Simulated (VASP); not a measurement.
# TePb (Fm-3m) in VASP: further runs

Runs on TePb. Level: r2SCAN. Tasks: single point.

Program: VASP 6.6.1. These are calculated values, not measurements. Logs are shortened: lines on timing, memory, paths and dates and some standing lists are left out, and cuts for length are marked.

### 1 The crystal as given

Symmetry: Fm-3m, No. 225, cubic system. The conventional cell has a = 6.401 Å, b = 6.401 Å, c = 6.401 Å, α = 90.00°, β = 90.00°, γ = 90.00°. Pb (site symmetry m-3m) has 6 Te at 3.20 Å as nearest neighbours. Around Te (site symmetry m-3m) lie 6 Pb at 3.20 Å.

### 2 Single point, r2SCAN

File POSCAR:

```
TePb
1.0
    0.0000000000      3.2005937100      3.2005937100
    3.2005937100      0.0000000000      3.2005937100
    3.2005937100      3.2005937100      0.0000000000
Pb Te
1 1
Direct
    0.0000000000      0.0000000000      0.0000000000
    0.5000000000      0.5000000000      0.5000000000
```

File INCAR.step1:

```
PREC = Accurate ; ENCUT = 520
ISMEAR = -1 ; SIGMA = 0.1
LREAL = F ; LASPH = T
NELM = 100 ; NBANDS = 17
GGA = PE ; ALGO = Normal
EDIFF = 1E-4 ; LWAVE = T
LCHARG = F
```

File INCAR.step2:

```
PREC = Accurate ; ENCUT = 520
EDIFF = 1E-6 ; ISMEAR = -1
SIGMA = 0.1 ; LREAL = F
LASPH = T ; NELM = 100
ALGO = Normal ; ISIF = 2
LWAVE = F ; LCHARG = F
METAGGA = R2SCAN ; LMIXTAU = T
NBANDS = 17 ; ISTART = 1
```

File KPOINTS:

```
Automatic mesh
0
Gamma
  5 5 5
```

Potentials or basis: VASP PAW PBE potentials, release 64 (Pb_d, Te).

Run with:

```console
$ cat potpaw_PBE.64/Pb_d/POTCAR potpaw_PBE.64/Te/POTCAR > POTCAR
$ cp INCAR.step1 INCAR
$ mpirun -np 1 vasp_std > vasp.out
$ cp INCAR.step2 INCAR
$ mpirun -np 1 vasp_std > vasp.out
```

OUTCAR:

```text
PREC = Accurate
   ENCUT = 520
   EDIFF = 1E-6
   ISMEAR = -1
   LREAL = F
   LASPH = T
   NELM = 100
   ISIF = 2
   METAGGA = R2SCAN
   ISTART = 1

 ion  position               nearest neighbor table
   1  0.000  0.000  0.000-   2 3.20   2 3.20   2 3.20   2 3.20   2 3.20   2 3.20
   2  0.500  0.500  0.500-   1 3.20   1 3.20   1 3.20   1 3.20   1 3.20   1 3.20

  LATTYP: Found a face centered cubic cell.
 ALAT       =     6.4011874200

  Lattice vectors:

 A1 = (   0.0000000000,   3.2005937100,   3.2005937100)
 A2 = (   3.2005937100,   0.0000000000,   3.2005937100)
 A3 = (   3.2005937100,   3.2005937100,   0.0000000000)

Analysis of symmetry for initial positions (statically):
=====================================================================
 Subroutine PRICEL returns:
 Original cell was already a primitive cell.

 Routine SETGRP: Setting up the symmetry group for a
 face centered cubic supercell.

 Subroutine GETGRP returns: Found 48 space group operations
 (whereof 48 operations were pure point group operations)
 out of a pool of 48 trial point group operations.

The static configuration has the point symmetry O_h .

Analysis of symmetry for dynamics (positions and initial velocities):
=====================================================================
 Subroutine PRICEL returns:
 Original cell was already a primitive cell.

 Routine SETGRP: Setting up the symmetry group for a
 face centered cubic supercell.

 Subroutine GETGRP returns: Found 48 space group operations
 (whereof 48 operations were pure point group operations)
 out of a pool of 48 trial point group operations.

The dynamic configuration has the point symmetry O_h .

 Subroutine INISYM returns: Found 48 space group operations
 (whereof 48 operations are pure point group operations),
 and found     1 'primitive' translations

----------------------------------------------------------------------------------------

                                     Primitive cell

  volume of cell :      65.5725

  direct lattice vectors                    reciprocal lattice vectors
     0.000000000  3.200593710  3.200593710    -0.156221016  0.156221016  0.156221016
     3.200593710  0.000000000  3.200593710     0.156221016 -0.156221016  0.156221016
     3.200593710  3.200593710  0.000000000     0.156221016  0.156221016 -0.156221016

  length of vectors
     4.526323032  4.526323032  4.526323032     0.270582736  0.270582736  0.270582736

  position of ions in fractional coordinates (direct lattice)
     0.000000000  0.000000000  0.000000000
     0.500000000  0.500000000  0.500000000

  ion indices of the primitive-cell ions
   primitive index   ion index
                 1           1
                 2           2

----------------------------------------------------------------------------------------

 KPOINTS: Automatic mesh

Automatic generation of k-mesh.
 Grid dimensions read from file:
 generate k-points for:    5    5    5

 Generating k-lattice:

  Cartesian coordinates                     Fractional coordinates (reciprocal lattice)
    -0.031244203  0.031244203  0.031244203     0.200000000  0.000000000  0.000000000
     0.031244203 -0.031244203  0.031244203     0.000000000  0.200000000  0.000000000
     0.031244203  0.031244203 -0.031244203     0.000000000  0.000000000  0.200000000

  Length of vectors
     0.054116547  0.054116547  0.054116547

  Shift w.r.t. Gamma in fractional coordinates (k-lattice)
     0.000000000  0.000000000  0.000000000

 Subroutine IBZKPT returns following result:
 ===========================================

 Found     10 irreducible k-points:

 Following reciprocal coordinates:
            Coordinates               Weight
  0.000000  0.000000  0.000000      1.000000
  0.200000  0.000000  0.000000      8.000000
  0.400000  0.000000  0.000000      8.000000
  0.200000  0.200000  0.000000      6.000000
  0.400000  0.200000  0.000000     24.000000
 -0.400000  0.200000  0.000000     24.000000
 -0.200000  0.200000  0.000000     12.000000
  0.400000  0.400000  0.000000      6.000000
 -0.400000  0.400000  0.000000     12.000000
 -0.400000  0.400000  0.200000     24.000000
   k-points           NKPTS =     10   k-points in BZ     NKDIM =     10   number of bands    NBANDS=     17
   number of dos      NEDOS =    301   number of ions     NIONS =      2
   total plane-waves  NPLWV =  46656
   dimension x,y,z NGX =    36 NGY =   36 NGZ =   36
   dimension x,y,z NGXF=    72 NGYF=   72 NGZF=   72
   ions per type =               1   1
   NGX,Y,Z   is equivalent  to a cutoff of  13.22, 13.22, 13.22 a.u.
   NGXF,Y,Z  is equivalent  to a cutoff of  26.44, 26.44, 26.44 a.u.
 SYSTEM =  unknown system
   PREC   = accura    normal or accurate (medium, high low for compatibility)
   ISTART =      1    job   : 0-new  1-cont  2-samecut
   ICHARG =      0    charge: 1-file 2-atom 10-const
   ISPIN  =      1    spin polarized calculation?
   LNONCOLLINEAR =      F non collinear calculations
   LSORBIT =      F    spin-orbit coupling
   LASPH  =      T    aspherical Exc in radial PAW
   ENCUT  =  520.0 eV  38.22 Ry    6.18 a.u.   8.42  8.42  8.42*2*pi/ulx,y,z
   NELM   =    100;   NELMIN=  2; NELMDL=  0     # of ELM steps
   EDIFF  = 0.1E-05   stopping-criterion for ELM
   LREAL  =      F    real-space projection
   EDIFFG = 0.1E-04   stopping-criterion for IOM
   NSW    =      0    number of steps for IOM
   IBRION =     -1    ionic relax: 0-MD 1-quasi-New 2-CG
   NFREE  =      0    steps in history (QN), initial steepest desc. (CG)
   ISIF   =      2    stress and relaxation
   ISYM   =      2    0-nonsym 1-usesym 2-fastsym
   POTIM  = 0.5000    time-step for ionic-motion
   TEBEG  =    0.0;   TEEND  =   0.0 temperature during run
   PSTRESS=    0.0 pullay stress
   NELECT =      20.0000    total number of electrons
   NUPDOWN=      -1.0000    fix difference up-down
   EMIN   =  10.00;   EMAX   =-10.00  energy-range for DOS
   EFERMI =   0.00;   METHOD = LEGACY
   ISMEAR =    -1;   SIGMA  =   0.10  broadening in eV -4-tet -1-fermi 0-gaus
   EFERMI_NEDOS =   21; number of points for ismear=-14 and -15
   IALGO  =     38    algorithm
   IMIX   =      4    mixing-type and parameters
     AMIX     =   0.40;   BMIX     =  1.00
     AMIX_MAG =   1.60;   BMIX_MAG =  1.00
  volume/ion in A,a.u.               =      32.79       221.25
  Fermi-wavevector in a.u.,A,eV,Ry     =   1.101990  2.082459 16.522667  1.214382
  Thomas-Fermi vector in A             =   2.238426
   LORBIT       =      0    0 simple, 1 ext, 2 COOP (PROOUT), +10 PAW based schemes
   METAGGA = R2SCAN    functional components
   LHFCALC =     F    Hartree Fock is set to
   AEXX    =    0.0000 exact exchange contribution
   IVDW    =     0    specifies the selected vdW correction
   LEPSILON=     F    determine dielectric tensor
   LRPA    =     F    only Hartree local field effects (RPA)
 non-spin polarized calculation
  energy-cutoff  :      520.00
  volume of cell :       65.57
 maximum number of plane-waves:      1807
 NGX is ok and might be reduce to    36
   NGX = 17   NGY = 17   NGZ = 17

 number of electron      20.0000000 magnetization

 Free energy of the ion-electron system (eV)
  ---------------------------------------------------
  ext. energy  EPLUGINS =         0.00000000
  ---------------------------------------------------
  free energy    TOTEN  =       -82.66726457 eV

  energy without entropy =      -82.66699997  energy(sigma->0) =      -82.66713227

 E-fermi :   6.4703     XC(G=0):  -9.9550

 val. band max:        5.7358681589   @ k =   0.4000   0.0000   0.0000
 cond. band min:       7.1631617344   @ k =   0.4000   0.0000   0.0000
 fundamental gap:      1.4272935756
 Fermi energy:         6.4702681332

 k-point     1 :       0.0000    0.0000    0.0000
  band No.  band energies     occupation
      1     -11.5356      2.00000
      2     -11.5356      2.00000
      3     -11.5206      2.00000
      4     -11.5206      2.00000
      5     -11.5206      2.00000
      6      -6.8808      2.00000
[... 9 lines left out ...]
     16      12.0006      0.00000
     17      13.6191      0.00000

 k-point     2 :       0.2000    0.0000    0.0000
  band No.  band energies     occupation
      1     -11.5416      2.00000
      2     -11.5416      2.00000
      3     -11.5196      2.00000
      4     -11.5145      2.00000
      5     -11.5145      2.00000
      6      -6.5109      2.00000
[... 9 lines left out ...]
     16      12.7573      0.00000
     17      16.0209      0.00000

 k-point     3 :       0.4000    0.0000    0.0000
  band No.  band energies     occupation
      1     -11.5528      2.00000
      2     -11.5528      2.00000
      3     -11.5185      2.00000
      4     -11.5032      2.00000
      5     -11.5032      2.00000
      6      -5.5744      2.00000
[... 9 lines left out ...]
     16      14.7227      0.00000
     17      16.9705      0.00000

 k-point     4 :       0.2000    0.2000    0.0000
  band No.  band energies     occupation
      1     -11.5572      2.00000
      2     -11.5312      2.00000
      3     -11.5245      2.00000
      4     -11.5109      2.00000
      5     -11.5109      2.00000
      6      -6.3882      2.00000
[... 9 lines left out ...]
     16      13.9356      0.00000
     17      14.7170      0.00000

 k-point     5 :       0.4000    0.2000    0.0000
  band No.  band energies     occupation
      1     -11.5742      2.00000
      2     -11.5369      2.00000
      3     -11.5223      2.00000
      4     -11.5044      2.00000
      5     -11.5004      2.00000
      6      -5.6365      2.00000
[... 9 lines left out ...]
     16      15.7149      0.00000
     17      16.5000      0.00000

 k-point     6 :      -0.4000    0.2000    0.0000
  band No.  band energies     occupation
      1     -11.5696      2.00000
      2     -11.5481      2.00000
      3     -11.5141      2.00000
      4     -11.5057      2.00000
      5     -11.5003      2.00000
      6      -5.1222      2.00000
[... 9 lines left out ...]
     16      14.6815      0.00000
     17      17.4161      0.00000

 k-point     7 :      -0.2000    0.2000    0.0000
  band No.  band energies     occupation
      1     -11.5501      2.00000
      2     -11.5500      2.00000
      3     -11.5171      2.00000
      4     -11.5099      2.00000
      5     -11.5068      2.00000
      6      -5.9364      2.00000
[... 9 lines left out ...]
     16      15.1271      0.00000
     17      15.5682      0.00000

 k-point     8 :       0.4000    0.4000    0.0000
  band No.  band energies     occupation
      1     -11.6068      2.00000
      2     -11.5307      2.00000
      3     -11.5240      2.00000
      4     -11.4941      2.00000
      5     -11.4941      2.00000
      6      -5.2522      2.00000
[... 9 lines left out ...]
     16      16.2793      0.00000
     17      17.4145      0.00000

 k-point     9 :      -0.4000    0.4000    0.0000
  band No.  band energies     occupation
      1     -11.6030      2.00000
      2     -11.5313      2.00000
      3     -11.5249      2.00000
      4     -11.4965      2.00000
      5     -11.4937      2.00000
      6      -4.8985      2.00000
[... 9 lines left out ...]
     16      15.9056      0.00000
     17      17.9149      0.00000

 k-point    10 :      -0.4000    0.4000    0.2000
  band No.  band energies     occupation
      1     -11.5883      2.00000
      2     -11.5392      2.00000
      3     -11.5179      2.00000
      4     -11.5056      2.00000
      5     -11.4943      2.00000
      6      -5.0022      2.00000
[... 9 lines left out ...]
     16      16.5738      0.00000
     17      16.6599      0.00000

------------------------ aborting loop because EDIFF is reached ----------------------------------------

  FORCE on cell =-STRESS in cart. coord.  units (eV):
  Direction    XX          YY          ZZ          XY          YZ          ZX
  --------------------------------------------------------------------------------------
  -------------------------------------------------------------------------------------
  Total        1.2456470      1.2456470      1.2456470      0.0000000      0.0000000      0.0000000
  in kB       30.4357442     30.4357442     30.4357442      0.0000000      0.0000000      0.0000000
  external PRESSURE =      30.4357442 kB  Pullay stress =       0.0000000 kB

 VOLUME and BASIS-vectors are now :
 -----------------------------------------------------------------------------
  energy-cutoff  :      520.00
  volume of cell :       65.57
      direct lattice vectors                 reciprocal lattice vectors
     0.000000000  3.200593710  3.200593710    -0.156221016  0.156221016  0.156221016
     3.200593710  0.000000000  3.200593710     0.156221016 -0.156221016  0.156221016
     3.200593710  3.200593710  0.000000000     0.156221016  0.156221016 -0.156221016

 POSITION                                       TOTAL-FORCE (eV/Angst)
 -----------------------------------------------------------------------------------
      0.00000      0.00000      0.00000        -0.000000     -0.000000     -0.000000
      3.20059      3.20059      3.20059         0.000000      0.000000      0.000000
 -----------------------------------------------------------------------------------
    total drift:                               -0.000000      0.000000      0.000000

  FREE ENERGIE OF THE ION-ELECTRON SYSTEM (eV)
  ---------------------------------------------------
  free  energy   TOTEN  =       -82.6672645682 eV

  energy  without entropy=      -82.6669999651  energy(sigma->0) =      -82.66713227
```

Run time: 97 s. Hardware: 1 thread of AMD EPYC 7R43 (Zen 3), shared host; peak memory 0.18 GiB.

Results:

```
Free energy : -82.6673 eV
Pressure    : 3.0 GPa
```

Caveat: this odd mesh misses L, where the gap lies, so gap, dielectric constants and Born charges aren't listed; the PAW data sets were made with another functional, which shifts forces and pressure a little. The run has no spin-orbit coupling, so splittings on Pb, Te are missing.

### 3 Single point, r2SCAN

POSCAR is that of step 2.

File INCAR.step1:

```
PREC = Accurate
ENCUT = 520
ISMEAR = -1
SIGMA = 0.1
LREAL = False
LASPH = True
NELM = 100
NBANDS = 17
GGA = PE
ALGO = Normal
EDIFF = 1E-4
LWAVE = True
LCHARG = False
```

File INCAR.step2:

```
PREC = Accurate
ENCUT = 520
EDIFF = 1E-6
ISMEAR = -1
SIGMA = 0.1
LREAL = False
LASPH = True
NELM = 100
ALGO = Normal
ISIF = 2
LWAVE = False
LCHARG = True
METAGGA = R2SCAN
LMIXTAU = True
LELF = True
LVHAR = True
NBANDS = 17
ISTART = 1
```

File KPOINTS:

```
regular mesh
0
Gamma
  5 5 5
```

Potentials or basis: VASP PAW PBE potentials, release 64 (Pb_d, Te).

Run with:

```console
$ cat potpaw_PBE.64/Pb_d/POTCAR potpaw_PBE.64/Te/POTCAR > POTCAR
$ cp INCAR.step1 INCAR
$ mpirun -np 1 vasp_std > vasp.out
$ cp INCAR.step2 INCAR
$ mpirun -np 1 vasp_std > vasp.out
```

OUTCAR:

```text
PREC = Accurate
   ENCUT = 520
   EDIFF = 1E-6
   ISMEAR = -1
   LREAL = False
   LASPH = True
   NELM = 100
   ISIF = 2
   METAGGA = R2SCAN
   ISTART = 1

 ion  position               nearest neighbor table
   1  0.000  0.000  0.000-   2 3.20   2 3.20   2 3.20   2 3.20   2 3.20   2 3.20
   2  0.500  0.500  0.500-   1 3.20   1 3.20   1 3.20   1 3.20   1 3.20   1 3.20

  LATTYP: Found a face centered cubic cell.
 ALAT       =     6.4011874200

  Lattice vectors:
[... 370 lines left out ...]
     17      16.6599      0.00000

------------------------ aborting loop because EDIFF is reached ----------------------------------------

  FORCE on cell =-STRESS in cart. coord.  units (eV):
  Direction    XX          YY          ZZ          XY          YZ          ZX
  --------------------------------------------------------------------------------------
  -------------------------------------------------------------------------------------
  Total        1.2456470      1.2456470      1.2456470      0.0000000      0.0000000      0.0000000
  in kB       30.4357442     30.4357442     30.4357442      0.0000000      0.0000000      0.0000000
  external PRESSURE =      30.4357442 kB  Pullay stress =       0.0000000 kB

 VOLUME and BASIS-vectors are now :
 -----------------------------------------------------------------------------
  energy-cutoff  :      520.00
  volume of cell :       65.57
      direct lattice vectors                 reciprocal lattice vectors
     0.000000000  3.200593710  3.200593710    -0.156221016  0.156221016  0.156221016
     3.200593710  0.000000000  3.200593710     0.156221016 -0.156221016  0.156221016
     3.200593710  3.200593710  0.000000000     0.156221016  0.156221016 -0.156221016

 POSITION                                       TOTAL-FORCE (eV/Angst)
 -----------------------------------------------------------------------------------
      0.00000      0.00000      0.00000        -0.000000     -0.000000     -0.000000
      3.20059      3.20059      3.20059         0.000000      0.000000      0.000000
 -----------------------------------------------------------------------------------
    total drift:                               -0.000000      0.000000      0.000000

  FREE ENERGIE OF THE ION-ELECTRON SYSTEM (eV)
  ---------------------------------------------------
  free  energy   TOTEN  =       -82.6672645682 eV

  energy  without entropy=      -82.6669999651  energy(sigma->0) =      -82.66713227
```

OSZICAR.step1:

```text
N       E                     dE             d eps       ncg     rms          rms(c)
DAV:   1     0.145652312496E+03    0.14565E+03   -0.93525E+03   340   0.117E+03
DAV:   2     0.181750740643E+01   -0.14383E+03   -0.13940E+03   359   0.291E+02
DAV:   3    -0.733185934434E+01   -0.91494E+01   -0.90920E+01   429   0.797E+01
DAV:   4    -0.757158991368E+01   -0.23973E+00   -0.23962E+00   447   0.142E+01
DAV:   5    -0.757927130272E+01   -0.76814E-02   -0.76811E-02   462   0.221E+00    0.365E+00
DAV:   6    -0.747122874201E+01    0.10804E+00   -0.23349E-01   498   0.350E+00    0.227E+00
DAV:   7    -0.746800866999E+01    0.32201E-02   -0.77971E-02   407   0.140E+00    0.934E-01
DAV:   8    -0.746949536604E+01   -0.14867E-02   -0.89238E-03   434   0.951E-01    0.149E-01
DAV:   9    -0.746946859414E+01    0.26772E-04   -0.92048E-04   477   0.339E-01
   1 F= -.74694686E+01 E0= -.74690548E+01  d E =-.827632E-03
```

Wall time 2 min (1 thread of AMD EPYC 7R43 (Zen 3), shared host); peak memory 0.17 GiB.

Results:

- Free energy: -82.6673 eV
- Pressure: 3.0 GPa

Levels at points of the mesh, in eV from the Fermi level:
| k point | band 7 | band 8 | band 9 | band 10 | band 11 | band 12 | band 13 | band 14 |
| --- | --- | --- | --- | --- | --- | --- | --- | --- |
| (0.00, 0.00, 0.00) | -6.13 | -2.19 | -2.19 | -2.19 | 3.80 | 3.80 | 3.80 | 5.53 |

Caveat: this odd mesh misses L, where the gap lies, so gap, dielectric constants and Born charges aren't listed; the PAW data sets were made with another functional, which shifts forces and pressure a little. Spin-orbit coupling is left out, which matters for the levels of Pb, Te.
